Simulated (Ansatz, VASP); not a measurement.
MgO in VASP and in Ansatz

POSCAR

```
MgO
1.0
    3.1895707112      0.0000000000      0.0000000000
   -1.5947853556      2.7622492631      0.0000000000
    0.0000000000      0.0000000000      4.8833352865
Mg O
2 2
Direct
    0.3333333333      0.6666666667     -0.0107582395
    0.6666666667      0.3333333333      0.4892417605
    0.3333333333      0.6666666667      0.3857582395
    0.6666666667      0.3333333333      0.8857582395
```

File INCAR.step1:

```
SYSTEM = MgO
PREC = Accurate
ENCUT = 520
ISMEAR = 0
SIGMA = 0.01
LREAL = .False.
LASPH = .True.
NELM = 80
NBANDS = 16
GGA = PE
ALGO = Normal
EDIFF = 1E-4
LWAVE = .True.
LCHARG = .False.
```

Contents of INCAR.step2:

```
SYSTEM = MgO
PREC = Accurate
ENCUT = 520
EDIFF = 1E-6
ISMEAR = 0
SIGMA = 0.01
LREAL = .False.
LASPH = .True.
NELM = 80
ALGO = Normal
ISIF = 2
LWAVE = .False.
LCHARG = .False.
METAGGA = R2SCAN
LMIXTAU = .True.
NBANDS = 16
ISTART = 1
```

File KPOINTS:

```
regular mesh
0
Gamma
  12 12 6
  0 0 0
```

Input for Ansatz:

```yaml
crystal:
  lattice:
    - [3.1895707112, 0.0, 0.0]
    - [-1.5947853556, 2.7622492631, 0.0]
    - [0.0, 0.0, 4.8833352865]
  atoms:
    - { symbol: Mg, position: [0.3333333333, 0.6666666667, -0.0107582395] }
    - { symbol: Mg, position: [0.6666666667, 0.3333333333, 0.4892417605] }
    - { symbol: O, position: [0.3333333333, 0.6666666667, 0.3857582395] }
    - { symbol: O, position: [0.6666666667, 0.3333333333, 0.8857582395] }
kpoints:
  mp_grid: { grid: [12, 12, 6] }
  band_path:
    path:
      - [0.0, 0.0, 0.0]
      - [0.5, 0.0, 0.0]
      - [0.3333333333, 0.3333333333, 0.0]
      - [0.0, 0.0, 0.5]
      - [0.5, 0.0, 0.5]
      - [0.3333333333, 0.3333333333, 0.5]
    npoints: 1
hamiltonian:
  xc: r2scan
scf:
  occupations: { method: fixed }
  n_extra_bands: 5
output:
  forces: true
  stress: true
  eigenvalues: true
```

Change from the starting cell: hydrostatic strain -3.0%.

Alike in both runs: task single point; functional r2SCAN; k mesh 12 × 12 × 6; no spin polarisation.

|  | VASP | Ansatz |
| --- | --- | --- |
| version | VASP 6.6.1 | Ansatz 0.2.0 |
| potentials or method | VASP PAW PBE potentials, release 64 (Mg, O) | plane waves, PAW |
| plane-wave cutoff (eV) | 520 | 500 |
| occupations | gaussian, width 0.01 eV | fixed |
| valence electrons in the cell | 16 | 32 |

|  | VASP | Ansatz | Ansatz less VASP |
| --- | --- | --- | --- |
| gap on the k mesh at the Fermi level (eV) | 4.75 | 4.76 | +0.015 |
| pressure (GPa) | 13.5 | 13.9 | +0.34 |
| largest component of the traceless stress (GPa) | 2.23 | 2.21 | -0.027 |

The two sets of potentials don't hold the same shells in valence.

Caveats: the PAW data sets were made with another functional, which shifts forces and pressure a little (VASP). A k mesh can miss the band edges.
